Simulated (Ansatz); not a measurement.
## Convergence of a linear-scaling basis for Janus WSSe antidot lattice, bare edges, S on Se sites (72 atoms)

Aim: test how closely localised support functions follow the reference on Janus WSSe antidot lattice, bare edges, S on Se sites (72 atoms), and at what cost. A setting counts as converged where the r.m.s. difference of forces stays under 1 % of the r.m.s. force.

Method: Kohn-Sham DFT, PBE, PAW (set soft_2), plane waves, in Ansatz 0.2.0.

### 1. The starting structure

The cell holds 72 atoms: 24 W, 32 S and 16 Se. Its edges and angles: a = 16.100 Å, b = 16.732 Å, c = 13.230 Å, α = 90.0°, β = 90.0°, γ = 90.0°. It derives from WSeS (Janus WSSe). Janus WSSe (a = 3.22 Å), rectangular cell with x along the zigzag direction; 5 x 3 cells with a hole of radius 4.5 Å, 10 Å of vacuum, 8 of 24 Se replaced by S at random; not relaxed, displaced by a Gaussian of 0.02 Å. Vacuum lies along c.

What the set-up can't give: Beside vacuum, support functions can miss their usual error bounds without a warning. The main run has no spin polarisation, so moments on W can't form in it, and no Hubbard term. Only the Γ point is sampled, in a cell whose shortest periodic width is 16 Å. No spin–orbit coupling is included, so levels derived from the heavy atoms are approximate.

### 2. Plane-wave single point

The first run fixes the reference, at a cutoff of 420 eV.

File input.yaml:

```yaml
crystal:
  lattice:
    - [16.1, 0.0, 0.0]
    - [0.0, 16.73161, 0.0]
    - [0.0, 0.0, 13.23]
  atoms:
    - { symbol: W, position: [0.00037, 0.11506, 0.50545] }
    - { symbol: S, position: [0.10056, 0.05441, 0.62374] }
    - { symbol: S, position: [0.09977, 0.0564, 0.37858] }
    - { symbol: W, position: [0.10204, 0.27843, 0.50548] }
    - { symbol: S, position: [0.9985, 0.2225, 0.62348] }
    - { symbol: Se, position: [0.00069, 0.22399, 0.37967] }
    - { symbol: W, position: [0.00196, 0.44378, 0.5042] }
    - { symbol: S, position: [0.10131, 0.38887, 0.62226] }
    - { symbol: Se, position: [0.10011, 0.38837, 0.37975] }
    - { symbol: W, position: [0.10065, 0.60997, 0.50545] }
    - { symbol: S, position: [0.99959, 0.55707, 0.61953] }
    - { symbol: Se, position: [0.99847, 0.55362, 0.3793] }
    - { symbol: W, position: [0.00162, 0.77874, 0.50898] }
    - { symbol: S, position: [0.10051, 0.72244, 0.62282] }
    - { symbol: S, position: [0.10107, 0.72165, 0.37892] }
    - { symbol: W, position: [0.10211, 0.9415, 0.50714] }
    - { symbol: S, position: [0.00053, 0.88837, 0.62161] }
    - { symbol: Se, position: [0.00088, 0.89003, 0.37634] }
    - { symbol: W, position: [0.19933, 0.10805, 0.50628] }
    - { symbol: S, position: [0.30007, 0.05614, 0.62186] }
    - { symbol: S, position: [0.30036, 0.05258, 0.37845] }
    - { symbol: W, position: [0.30087, 0.61258, 0.50846] }
    - { symbol: S, position: [0.19963, 0.55412, 0.61961] }
    - { symbol: Se, position: [0.20013, 0.55518, 0.37679] }
    - { symbol: W, position: [0.1997, 0.77646, 0.50767] }
    - { symbol: S, position: [0.29888, 0.72475, 0.62109] }
    - { symbol: Se, position: [0.29624, 0.72202, 0.37707] }
    - { symbol: W, position: [0.30122, 0.94554, 0.50834] }
    - { symbol: S, position: [0.19922, 0.88822, 0.62116] }
    - { symbol: Se, position: [0.19952, 0.88869, 0.37639] }
    - { symbol: S, position: [0.49787, 0.05597, 0.62088] }
    - { symbol: Se, position: [0.50125, 0.05501, 0.37811] }
    - { symbol: W, position: [0.50155, 0.61108, 0.50518] }
    - { symbol: W, position: [0.39904, 0.7796, 0.50957] }
    - { symbol: S, position: [0.49931, 0.72298, 0.61965] }
    - { symbol: S, position: [0.49742, 0.72334, 0.37763] }
    - { symbol: W, position: [0.5029, 0.94466, 0.50735] }
    - { symbol: S, position: [0.39961, 0.88739, 0.62082] }
    - { symbol: S, position: [0.40005, 0.88947, 0.3771] }
    - { symbol: W, position: [0.60235, 0.11137, 0.5061] }
    - { symbol: S, position: [0.69837, 0.05475, 0.62297] }
    - { symbol: Se, position: [0.70274, 0.05582, 0.37457] }
    - { symbol: W, position: [0.70006, 0.27745, 0.50808] }
    - { symbol: S, position: [0.70123, 0.38988, 0.62454] }
    - { symbol: Se, position: [0.70103, 0.38901, 0.37862] }
    - { symbol: W, position: [0.69931, 0.61074, 0.50618] }
    - { symbol: S, position: [0.59999, 0.5553, 0.61977] }
    - { symbol: Se, position: [0.59866, 0.55703, 0.37778] }
    - { symbol: W, position: [0.5992, 0.77804, 0.5074] }
    - { symbol: S, position: [0.69911, 0.72434, 0.62408] }
    - { symbol: S, position: [0.70103, 0.72306, 0.37993] }
    - { symbol: W, position: [0.70071, 0.94486, 0.50736] }
    - { symbol: S, position: [0.60025, 0.88945, 0.62114] }
    - { symbol: Se, position: [0.59878, 0.88927, 0.38008] }
    - { symbol: W, position: [0.80022, 0.11128, 0.50478] }
    - { symbol: S, position: [0.90123, 0.05509, 0.62123] }
    - { symbol: Se, position: [0.90183, 0.05415, 0.37819] }
    - { symbol: W, position: [0.90038, 0.2781, 0.50902] }
    - { symbol: S, position: [0.8011, 0.22103, 0.62493] }
    - { symbol: Se, position: [0.801, 0.22112, 0.37823] }
    - { symbol: W, position: [0.79918, 0.44438, 0.50967] }
    - { symbol: S, position: [0.90043, 0.38788, 0.62139] }
    - { symbol: S, position: [0.89796, 0.3874, 0.37548] }
    - { symbol: W, position: [0.89939, 0.61004, 0.50676] }
    - { symbol: S, position: [0.79977, 0.56113, 0.6224] }
    - { symbol: S, position: [0.7994, 0.55767, 0.37553] }
    - { symbol: W, position: [0.79919, 0.77603, 0.50493] }
    - { symbol: S, position: [0.89845, 0.72242, 0.62334] }
    - { symbol: Se, position: [0.89932, 0.72132, 0.37504] }
    - { symbol: W, position: [0.90069, 0.94493, 0.5043] }
    - { symbol: S, position: [0.79954, 0.88733, 0.62316] }
    - { symbol: Se, position: [0.8035, 0.88818, 0.3785] }
kpoints:
  mp_grid: { grid: [1, 1, 1] }
hamiltonian:
  xc: pbe
scf:
  occupations: { method: gaussian, width: 0.025 }
output:
  forces: true
  populations: true
  dos:
    method: { smearing: { sigma: 0.15 } }
    de: 0.1
    projected: { site_lists: { S: [S], Se: [Se], W: [W] } }
  eigenvalues: true
  write_density: true
  write_potential: true
  volumetric_format: npy
  elf: true
```

The run is started by

```sh
$ ansatz run input.yaml --threads 8 --pin off --max-ram 15872MiB --backend cpu --events-out ev --progress --plain --runs-dir out
```

Numbers of over 12 decimals in the logs are rounded to 6 here.

The program printed:

```text
Engine: ansatz 0.2.0, x86_64-unknown-linux-gnu
Pseudopotentials: kind: paw
Pseudopotential: W, paw, valence charge 14, recommended cutoff 420 eV (normal), W.paw.azcp
Pseudopotential: S, paw, valence charge 6, recommended cutoff 420 eV (normal), S.paw.azcp
Pseudopotential: Se, paw, valence charge 16, recommended cutoff 420 eV (normal), Se.paw.azcp
Functional definition: PBE
  parameter kappa = 0.804
  parameter beta = 0.066725
  exchange = pbe_x(kappa = kappa, mu = beta*pi^2/3)
  correlation = pbe_c(beta = beta)
Crystal: 72 atoms, lattice volume = 3563.883 Å³
Basis set: ecut = 420 eV, 69643 PW (Γ), exchange–correlation on 216×240×180 points (8 copies of the dense FFT grid, shifted against one another)
Bands: 471, of which v1, the nominal top of the filled ones, is band 392 counted from 1 (391 counted from 0)
Symmetry: 1 space group operations
Space group: P1 (ITA 1), of the structure as read, at distance tolerance 1.5e-4 Å
k-points: 1
Non-local potential: W, projectors of the file, l = 0: 3, l = 1: 2, l = 2: 2, l = 3: 1
Non-local potential: S, projectors of the file, l = 0: 2, l = 1: 2, l = 2: 2
Non-local potential: Se, projectors of the file, l = 0: 2, l = 1: 2, l = 2: 3, l = 3: 1
PAW form: soft (Blöchl's): semilocal exchange-correlation on the pseudo side does not see the compensation charge
PAW one-centre angular grid: W, 590 points (default); XC on 64 Gauss nodes
PAW one-centre angular grid: S, 110 points (default); XC on 64 Gauss nodes
PAW one-centre angular grid: Se, 590 points (default); XC on 64 Gauss nodes
Initial density: superposition of atomic densities (neutral atoms: chi_scale 0, normalization atom), corrected by the library's trained network
Initial wavefunctions: pseudopotential atomic-orbital guess
Functional: x = pbe(κ = 0.804, μ = 0.219515), c = pbe(β = 0.066725)
SCF iter   1: F=—  HF=-365633.925895 eV  |F-HF|=—  |Δ(HF+E_count)|=         —  Δρ=5.85e-3  dr2=2.17e0  ethr=1.77e-3  ⟨swp⟩=7.0  Hψ=1688  notcnv=0  defer=61
preconditioner: auto → LDOS  [metal: Δε(μ)=0.017 eV  Ē_g=7.694 eV  σ=0.025 eV  W_gap=0.37  n_scr=572 (ndim 8)  ℏωp=12.9 eV  f_vac=0.566  D(μ)=103.25/eV (n_scr^D=722)  β→1.0]
SCF iter   2: F=—  HF=-365634.040291 eV  |F-HF|=—  |Δ(HF+E_count)|=   1.14e-1  Δρ=3.95e-3  dr2=1.26e0  ethr=2.77e-4  ⟨swp⟩=3.0  Hψ=848  notcnv=0  defer=69
SCF iter   3: F=—  HF=-365633.945774 eV  |F-HF|=—  |Δ(HF+E_count)|=   9.45e-2  Δρ=1.68e-3  dr2=2.93e-1  ethr=1.60e-4  ⟨swp⟩=3.0  Hψ=708  notcnv=0  defer=69
SCF iter   4: F=—  HF=-365633.929305 eV  |F-HF|=—  |Δ(HF+E_count)|=   1.65e-2  Δρ=7.86e-4  dr2=8.55e-2  ethr=3.74e-5  ⟨swp⟩=2.0  Hψ=439  notcnv=0  defer=69
SCF iter   5: F=—  HF=-365633.925284 eV  |F-HF|=—  |Δ(HF+E_count)|=   4.02e-3  Δρ=4.65e-4  dr2=3.53e-2  ethr=1.09e-5  ⟨swp⟩=2.0  Hψ=495  notcnv=0  defer=69
SCF iter   6: F=—  HF=-365633.923784 eV  |F-HF|=—  |Δ(HF+E_count)|=   1.50e-3  Δρ=2.99e-4  dr2=1.32e-2  ethr=4.50e-6  ⟨swp⟩=2.0  Hψ=566  notcnv=0  defer=69
SCF iter   7: F=—  HF=-365633.923393 eV  |F-HF|=—  |Δ(HF+E_count)|=   3.90e-4  Δρ=2.30e-4  dr2=6.37e-3  ethr=1.68e-6  ⟨swp⟩=2.0  Hψ=618  notcnv=0  defer=69
SCF iter   8: F=—  HF=-365633.923172 eV  |F-HF|=—  |Δ(HF+E_count)|=   2.21e-4  Δρ=1.21e-4  dr2=1.62e-3  ethr=8.12e-7  ⟨swp⟩=2.0  Hψ=495  notcnv=0  defer=69
SCF iter   9: F=—  HF=-365633.923098 eV  |F-HF|=—  |Δ(HF+E_count)|=   7.40e-5  Δρ=7.95e-5  dr2=7.04e-4  ethr=2.06e-7  ⟨swp⟩=2.0  Hψ=495  notcnv=0  defer=69
SCF iter  10: F=—  HF=-365633.923097 eV  |F-HF|=—  |Δ(HF+E_count)|=   1.41e-6  Δρ=5.96e-5  dr2=3.69e-4  ethr=8.98e-8  ⟨swp⟩=2.0  Hψ=500  notcnv=0  defer=69
SCF iter  11: F=—  HF=-365633.923084 eV  |F-HF|=—  |Δ(HF+E_count)|=   1.27e-5  Δρ=3.00e-5  dr2=9.57e-5  ethr=4.71e-8  ⟨swp⟩=2.0  Hψ=501  notcnv=0  defer=69
SCF iter  12: F=—  HF=-365633.924730 eV  |F-HF|=—  |Δ(HF+E_count)|=   1.65e-3  Δρ=2.08e-5  dr2=4.58e-5  ethr=1.22e-8  ⟨swp⟩=2.0  Hψ=540  notcnv=0  defer=69
SCF iter  13: F=—  HF=-365633.924729 eV  |F-HF|=—  |Δ(HF+E_count)|=   7.54e-7  Δρ=1.34e-5  dr2=1.97e-5  ethr=5.84e-9  ⟨swp⟩=2.0  Hψ=571  notcnv=0  defer=69
SCF iter  14: F=—  HF=-365633.924728 eV  |F-HF|=—  |Δ(HF+E_count)|=   9.06e-7  Δρ=8.32e-6  dr2=6.86e-6  ethr=2.51e-9  ⟨swp⟩=2.0  Hψ=442  notcnv=0  defer=69
SCF iter  15: F=—  HF=-365633.924728 eV  |F-HF|=—  |Δ(HF+E_count)|=   1.65e-7  Δρ=5.61e-6  dr2=3.47e-6  ethr=8.74e-10  ⟨swp⟩=2.0  Hψ=619  notcnv=0  defer=69
SCF iter  16: F=—  HF=-365633.924728 eV  |F-HF|=—  |Δ(HF+E_count)|=   1.19e-7  Δρ=4.00e-6  dr2=1.98e-6  ethr=4.43e-10  ⟨swp⟩=2.0  Hψ=495  notcnv=0  defer=69
SCF iter  17: F=—  HF=-365633.924728 eV  |F-HF|=—  |Δ(HF+E_count)|=   9.30e-8  Δρ=2.93e-6  dr2=9.70e-7  ethr=2.52e-10  ⟨swp⟩=2.0  Hψ=495  notcnv=0  defer=69
SCF iter  18: F=—  HF=-365633.924728 eV  |F-HF|=—  |Δ(HF+E_count)|=   2.23e-8  Δρ=2.22e-6  dr2=5.62e-7  ethr=1.24e-10  ⟨swp⟩=2.0  Hψ=428  notcnv=0  defer=69
SCF iter  19: F=—  HF=-365633.924728 eV  |F-HF|=—  |Δ(HF+E_count)|=   4.89e-9  Δρ=1.54e-6  dr2=2.32e-7  ethr=7.16e-11  ⟨swp⟩=2.0  Hψ=434  notcnv=0  defer=69
SCF iter  20: F=-365633.924728 eV  HF=-365633.924728 eV  |F-HF|=5.89e-8  |Δ(HF+E_count)|=   1.54e-8  Δρ=9.92e-7  dr2=9.76e-8  ethr=1.28e-11  ⟨swp⟩=21.0  Hψ=3856  notcnv=0
SCF 1 converged in 20 iterations: F = -365633.924728 eV  dr2 = 9.76e-8
  greatest PAW one-centre occupation: 1.000 electrons in one spin orbital (limit 2), on the Se atom at site 5 (counted from 0), in its partial waves of l = 2
WARN: The output density's exchange-correlation potential varies sharply where the density is thin. Do not read a vacuum level from v_tot or v_xc, or from such a field of the output density. On a cell that repeats whose density bears no net charge and no dipole along the vacuum's axis use v_es (v_loc + v_h of the components); [...]
SCF converged after 20 iterations
Free energy (F): -365633.924728 eV
Harris-Foulkes:  -365633.924728 eV  (|F-HF|=5.89e-8)
Internal energy: -365633.884091 eV  (E = F + TS)
E sigma→0 (E₀):  -365633.904410 eV
Entropy (-TS):   -0.040637 eV (-0.564 meV/atom)
Fermi energy:    1.171864 eV
--- Per-component energies (eV) ---
  E_band       = -18138.717805
  E_kinetic    = 16077.866868
  E_local      = -317853.644432  (includes V_loc(G=0)·N_el)
  E_nonlocal   = -8595.705998
  E_hartree    = 150979.014164
  E_xc         = -11154.731216
  E_vxc        = -10063.817423  (∫ρ·V_xc dr)
  E_paw        = -255291.293013  (= ΣΔE_a)
  E_vpaw       = 338.548177  (= ΣTr[D̂ρ^β])
  E_aug_tail   = -0.010970  (compensation charges beyond the density's cutoff)
  E_ewald      = 60204.620506
  E_smearing   = -0.040637  (= −TS)
  E_closure    = 0.000000  (closes the sum)
  Σ components = -365633.924728   (vs F -365633.924728, Δ=0.00e0)
--- Forces (eV/Å), atoms counted from 1 ---
  atom   1  W      0.80557099    -1.83142267     0.15362999
  atom   2  S      0.19847062     0.54507567    -0.52116297
  atom   3  S      0.52312435     0.28404774     1.96480328
  atom   4  W     -1.15100170    -0.37638751     0.91208861
  atom   5  S      1.05619094     0.35676087     0.16542208
  atom   6  Se     0.55663596     0.34082582    -0.80209281
  atom   7  W     -1.57144424    -0.31442999     0.70287034
  atom   8  S      0.16390797    -0.88528341    -0.85789251
  atom   9  Se     1.24499458    -0.68804919    -0.34180450
  atom  10  W     -0.39836275     1.02543838    -0.34649694
  atom  11  S      0.32470757    -0.58294094     0.62197802
  atom  12  Se     0.26607194     0.28981926    -0.91280447
  atom  13  W     -0.21254102    -0.92270712    -1.66610378
  atom  14  S     -0.08829182    -0.32580403     0.30385496
[...]
atom  71  S      0.23187234     0.13333545    -0.10806554
  atom  72  Se    -0.79004435    -0.07534573    -0.63360906
  max |Σ_I F_I| component: 7.77e-5 eV/Å
--- Band table (eV) ---
  k-point 0: bands = ["-73.4602", "-73.3205", "-73.2836", "-73.2685", [... 455 levels ...], "4.4660", "4.5056", "4.5431", "4.5574", "4.5899", "4.6460", "4.6919", "4.7343", "4.7447", "4.7803", "4.8113", "4.8564"]
--- Löwdin populations: 72 sites ---
  site symbol       q [e]
     0      W     13.5736
     1      S      6.1182
     2      S      6.1806
[...]
71     Se     16.0593
  spilling = 0.007113 (of n_electrons = 784.000000)
```

The job ended after 46 s (8 threads of AMD EPYC 7R13 (Zen 3), shared host; peak memory 4.7 GiB; 5.6 min of CPU time).

In the SCF lines HF is the Harris–Foulkes energy and dr2 the Hartree energy of the density residual, in eV; the loop may stop once dr2 is under the threshold and the program's other checks hold. Hψ counts applications of the Hamiltonian.

The program notes that the exchange-correlation potential is rough where the density is thin.

Read from the output:

* free energy: -365633.9247 eV
* free energy per atom: -5078.2490 eV/atom
* SCF cycles: 20
* r.m.s. force component: 0.7945 eV/Å
* longest force: 3.161 eV/Å
* Fermi energy: 1.172 eV
* levels partly filled by over 2 per cent: 5
* spilling of the projection: 0.007113

The r.m.s. force component of 0.79 eV/Å sets the scale for the differences below.

### 3. Support functions low

With localised support functions most steps grow linearly with size, though the diagonalisation grows faster unless the density matrix is cut; this run measures error and cost at this size.

This step: Kohn-Sham DFT, PBE, PAW (set soft_2), localised support functions (low) (Ansatz 0.2.0).

input.yaml, the sections that differ from step 2:

```yaml
scf:
  occupations: { method: gaussian, width: 0.025 }
  eigensolver: { kind: { support_functions: { accuracy: low } } }
  mixing: { beta: 0.4 }
  max_iter: 150
output:
  forces: true
  eigenvalues: true
# crystal, kpoints, hamiltonian: as in step 2
```

The program printed:

```text
Warning: scf.eigensolver.kind.support_functions: disabling space-group detection — the functions' gradient is summed over unrotated k-points, so no spatial operation reduces the k-mesh or symmetrises the density; time reversal is kept, so that k and −k are solved as one point where they differ and the mesh holds both, and exact exchange and, on two spinor components, a DFT+U term hold to it where the run has them: [...]
settings of this run that can trade accuracy for cost: scf.eigensolver.kind.support_functions; scf.eigensolver.kind.support_functions.accuracy: low [...]
[...]
Crystal: 72 atoms, lattice volume = 3563.883 Å³
Basis set: ecut = 420 eV, 69643 PW (Γ), exchange–correlation on 216×240×180 points (8 copies of the dense FFT grid, shifted against one another)
Bands: 471, of which v1, the nominal top of the filled ones, is band 392 counted from 1 (391 counted from 0)
Symmetry: 1 space group operations
k-points: 1
[...]
SCF iter   1: F=—  HF=-365609.255391 eV  |F-HF|=—  |Δ(HF+E_count)|=         —  Δρ=2.74e-2  dr2=5.63e1  ethr=1.00e-1
[...]
SCF iter  19: F=—  HF=-365633.960463 eV  |F-HF|=—  |Δ(HF+E_count)|=   9.93e-4  Δρ=1.37e-5  dr2=1.82e-5  ethr=4.44e-9  κ⁻¹=2.7e-4(r=7)
SCF iter  20: F=-365633.961349 eV  HF=-365633.961129 eV  |F-HF|=2.20e-4  |Δ(HF+E_count)|=   6.66e-4  Δρ=7.95e-6  dr2=9.17e-6  ethr=2.32e-9
SCF 1 converged in 20 iterations: F = -365633.969712 eV  dr2 = 9.17e-6
[...]
SCF converged after 20 iterations
Stability not checked: this state was not tested for a lower state beside it, because the mixer in use, unlike msr1, does not test its closes by its own steps (another_mixer; see scf.mixing.algorithm and scf.lower_state_search)
Free energy (F): -365633.969712 eV
[...]
Internal energy: -365633.929175 eV  (E = F + TS)
E sigma→0 (E₀):  -365633.949443 eV
Entropy (-TS):   -0.040538 eV (-0.563 meV/atom)
Fermi energy:    1.171543 eV
[...]
Σ components = -365633.969712   (vs F -365633.969712, Δ=0.00e0)
--- Forces (eV/Å), atoms counted from 1 ---
  atom   1  W      0.80480366    -1.83101739     0.15293474
  atom   2  S      0.19864489     0.54514377    -0.52229792
  atom   3  S      0.52304379     0.28406291     1.96589295
  atom   4  W     -1.15160796    -0.37605349     0.91132443
[...]
atom  72  Se    -0.79014757    -0.07516429    -0.63197103
  max |Σ_I F_I| component: 4.85e-3 eV/Å
--- Band table (eV) ---
[...]
```

It took 90 s on 8 threads; peak memory 4.6 GiB.

The program notes that the band table was not solved further than the SCF left it and it switched symmetry off. Further notices: vacuum switching off with vacuum.

Keys that differ from the reference: support_functions.accuracy = "low", scf.max_iter = 150 and scf.mixing.beta = 0.4.

Forces differ from the reference by 0.70 meV/Å r.m.s., 0.089 % of their size, well within a tolerance of 1 %; the energy by -0.62 meV/atom. It took 90 s and 20 cycles; the reference's time can't be set against it, since the two runs asked for unlike analyses.

### 4. Support functions medium

The cell is solved in localised support functions.

This step: Kohn-Sham DFT, PBE, PAW (set soft_2), localised support functions (medium) (Ansatz 0.2.0).

input.yaml, the sections that differ from step 3:

```yaml
scf:
  occupations: { method: gaussian, width: 0.025 }
  eigensolver: { kind: { support_functions: { accuracy: medium } } }
  mixing: { beta: 0.4 }
  max_iter: 150
# crystal, kpoints, hamiltonian, output: as in step 3
```

The program printed:

```text
[...]
Crystal: 72 atoms, lattice volume = 3563.883 Å³
Basis set: ecut = 420 eV, 69643 PW (Γ), exchange–correlation on 216×240×180 points (8 copies of the dense FFT grid, shifted against one another)
Bands: 471, of which v1, the nominal top of the filled ones, is band 392 counted from 1 (391 counted from 0)
Symmetry: 1 space group operations
k-points: 1
[...]
SCF iter   1: F=—  HF=-365608.988845 eV  |F-HF|=—  |Δ(HF+E_count)|=         —  Δρ=2.73e-2  dr2=5.60e1  ethr=1.00e-1
[...]
SCF iter  22: F=—  HF=-365633.962226 eV  |F-HF|=—  |Δ(HF+E_count)|=   2.88e-5  Δρ=3.64e-6  dr2=1.94e-6  ethr=4.92e-10  κ⁻¹=7.7e-4(r=7)
SCF iter  23: F=-365633.962313 eV  HF=-365633.962256 eV  |F-HF|=5.68e-5  |Δ(HF+E_count)|=   3.04e-5  Δρ=2.27e-6  dr2=1.05e-6  ethr=2.48e-10
SCF 1 converged in 23 iterations: F = -365633.969810 eV  dr2 = 1.05e-6
[...]
SCF converged after 23 iterations
[...]
Free energy (F): -365633.969810 eV
[...]
Internal energy: -365633.929246 eV  (E = F + TS)
E sigma→0 (E₀):  -365633.949528 eV
Entropy (-TS):   -0.040565 eV (-0.563 meV/atom)
Fermi energy:    1.172165 eV
[...]
Σ components = -365633.969810   (vs F -365633.969810, Δ=0.00e0)
--- Forces (eV/Å), atoms counted from 1 ---
  atom   1  W      0.80496180    -1.83090118     0.15301952
  atom   2  S      0.19863501     0.54495697    -0.52232050
  atom   3  S      0.52304546     0.28397801     1.96589859
  atom   4  W     -1.15159150    -0.37585978     0.91169598
[...]
atom  72  Se    -0.79010506    -0.07535274    -0.63189518
  max |Σ_I F_I| component: 3.99e-3 eV/Å
--- Band table (eV) ---
[...]
```

The job ended after 97 s (8 threads; peak memory 4.7 GiB).

Keys that differ from the reference: support_functions.accuracy = "medium", scf.max_iter = 150 and scf.mixing.beta = 0.4.

Forces differ from the reference by 0.69 meV/Å r.m.s., 0.087 % of their size, well within a tolerance of 1 %; the energy by -0.63 meV/atom. It took 97 s and 23 cycles; the reference's time can't be set against it, since the two runs asked for unlike analyses.

(Part 1 of 3 ends here.)

[Logs are printed without paths, hosts, clocks, repeated set-up lines and the standing remarks that a program may print on its own settings, such as how far it seeks lower states.]

[Hosts, paths, dates, database ids (printed as entryN), source tags and the programs' standing remarks are cut or masked in the printed files.]
